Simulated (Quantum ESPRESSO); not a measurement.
Wanted: the native input for a Quantum ESPRESSO 7.5 run.

| Item | Value |
| --- | --- |
| Task | band structure |
| Functional | N12 |
| Potentials or basis | PseudoDojo 0.4.1 SR PBE standard |
| Cutoff | 762 eV |
| Density cutoff | 3048 eV |
| k mesh | 9 × 9 × 9 |
| Occupations | fermi-dirac, width 0.05 eV |
| Spin | no spin polarisation |
| Mixing beta | 0.5 |
| Most SCF iterations | 120 |
| SCF threshold | 2e-10 Ry |

The system is Pb.

```
CELL_PARAMETERS angstrom
0.00000 2.47502 2.47502
2.47502 0.00000 2.47502
2.47502 2.47502 0.00000
ATOMIC_POSITIONS crystal
Pb 0.00000 0.00000 0.00000
```

One way to write it, as run:

pw.in

```
&CONTROL
  calculation = 'scf'
  prefix = 'pwscf'
  outdir = './tmp'
  pseudo_dir = './pseudo'
  tprnfor = .true.
  tstress = .true.
  disk_io = 'low'
/
&SYSTEM
  ibrav = 0
  nat = 1
  ntyp = 1
  ecutwfc = 56
  nbnd = 13
  input_dft = 'XC-000I-000I-082L-080L-000I-000I'
  occupations = 'smearing'
  smearing = 'fd'
  degauss = 0.00367493
/
&ELECTRONS
  conv_thr = 2d-10
  electron_maxstep = 120
  mixing_beta = 0.5
/
ATOMIC_SPECIES
Pb   207.2000 Pb.upf
CELL_PARAMETERS angstrom
   0.0000000000    2.4750200000    2.4750200000
   2.4750200000    0.0000000000    2.4750200000
   2.4750200000    2.4750200000    0.0000000000
ATOMIC_POSITIONS angstrom
Pb     0.0000000000    0.0000000000    0.0000000000
K_POINTS automatic
9 9 9 0 0 0
```

bands.in

```
&CONTROL
  calculation = 'bands'
  prefix = 'pwscf'
  outdir = './tmp'
  pseudo_dir = './pseudo'
  disk_io = 'low'
  verbosity = 'high'
/
&SYSTEM
  ibrav = 0
  nat = 1
  ntyp = 1
  ecutwfc = 56
  nbnd = 13
  input_dft = 'XC-000I-000I-082L-080L-000I-000I'
  occupations = 'smearing'
  smearing = 'fd'
  degauss = 0.00367493
/
&ELECTRONS
  conv_thr = 1d-08
  electron_maxstep = 120
  mixing_beta = 0.5
  diago_full_acc = .true.
  startingwfc = 'random'
/
ATOMIC_SPECIES
Pb   207.2000 Pb.upf
CELL_PARAMETERS angstrom
   0.0000000000    2.4750200000    2.4750200000
   2.4750200000    0.0000000000    2.4750200000
   2.4750200000    2.4750200000    0.0000000000
ATOMIC_POSITIONS angstrom
Pb     0.0000000000    0.0000000000    0.0000000000
K_POINTS crystal
60
 0.0000000000  0.0000000000  0.0000000000 1
 0.0625000000  0.0000000000  0.0625000000 1
 0.1250000000  0.0000000000  0.1250000000 1
 0.1875000000  0.0000000000  0.1875000000 1
 0.2500000000  0.0000000000  0.2500000000 1
 0.3125000000  0.0000000000  0.3125000000 1
 0.3750000000  0.0000000000  0.3750000000 1
 0.4375000000  0.0000000000  0.4375000000 1
 0.5000000000  0.0000000000  0.5000000000 1
 0.5000000000  0.0625000000  0.5625000000 1
 0.5000000000  0.1250000000  0.6250000000 1
 0.5000000000  0.1875000000  0.6875000000 1
 0.5000000000  0.2500000000  0.7500000000 1
 0.4375000000  0.3125000000  0.7500000000 1
 0.3750000000  0.3750000000  0.7500000000 1
 0.3375000000  0.3375000000  0.6750000000 1
 0.3000000000  0.3000000000  0.6000000000 1
 0.2625000000  0.2625000000  0.5250000000 1
 0.2250000000  0.2250000000  0.4500000000 1
 0.1875000000  0.1875000000  0.3750000000 1
 0.1500000000  0.1500000000  0.3000000000 1
 0.1125000000  0.1125000000  0.2250000000 1
 0.0750000000  0.0750000000  0.1500000000 1
 0.0375000000  0.0375000000  0.0750000000 1
 0.0000000000  0.0000000000  0.0000000000 1
 0.0625000000  0.0625000000  0.0625000000 1
 0.1250000000  0.1250000000  0.1250000000 1
 0.1875000000  0.1875000000  0.1875000000 1
 0.2500000000  0.2500000000  0.2500000000 1
 0.3125000000  0.3125000000  0.3125000000 1
 0.3750000000  0.3750000000  0.3750000000 1
 0.4375000000  0.4375000000  0.4375000000 1
 0.5000000000  0.5000000000  0.5000000000 1
 0.5250000000  0.4500000000  0.5250000000 1
 0.5500000000  0.4000000000  0.5500000000 1
 0.5750000000  0.3500000000  0.5750000000 1
 0.6000000000  0.3000000000  0.6000000000 1
 0.6250000000  0.2500000000  0.6250000000 1
 0.5833333333  0.2500000000  0.6666666667 1
 0.5416666667  0.2500000000  0.7083333333 1
 0.5000000000  0.2500000000  0.7500000000 1
 0.5000000000  0.2857142857  0.7142857143 1
 0.5000000000  0.3214285714  0.6785714286 1
 0.5000000000  0.3571428571  0.6428571429 1
 0.5000000000  0.3928571429  0.6071428571 1
 0.5000000000  0.4285714286  0.5714285714 1
 0.5000000000  0.4642857143  0.5357142857 1
 0.5000000000  0.5000000000  0.5000000000 1
 0.4821428571  0.4821428571  0.5357142857 1
 0.4642857143  0.4642857143  0.5714285714 1
 0.4464285714  0.4464285714  0.6071428571 1
 0.4285714286  0.4285714286  0.6428571429 1
 0.4107142857  0.4107142857  0.6785714286 1
 0.3928571429  0.3928571429  0.7142857143 1
 0.3750000000  0.3750000000  0.7500000000 1
 0.6250000000  0.2500000000  0.6250000000 1
 0.5937500000  0.1875000000  0.5937500000 1
 0.5625000000  0.1250000000  0.5625000000 1
 0.5312500000  0.0625000000  0.5312500000 1
 0.5000000000  0.0000000000  0.5000000000 1
```

Potentials or basis: PseudoDojo 0.4.1 SR PBE standard.

The run is started by

```console
$ OMP_NUM_THREADS=1 pw.x -in pw.in > pw.out
$ OMP_NUM_THREADS=1 pw.x -in bands.in > bands.out
```

Results of the run:

| Property | Result |
| --- | --- |
| Pressure | 0.6 GPa |
| Band gap on the k mesh | none (metal or under the smearing width) |

Caveat: the potentials were made for another functional, which shifts forces and pressure; spin-orbit coupling is left out, which moves the levels of the heavy elements.

Wall time 20 s on 1 thread of Arm Neoverse V1, with other jobs on the host, peak memory 0.09 GiB.
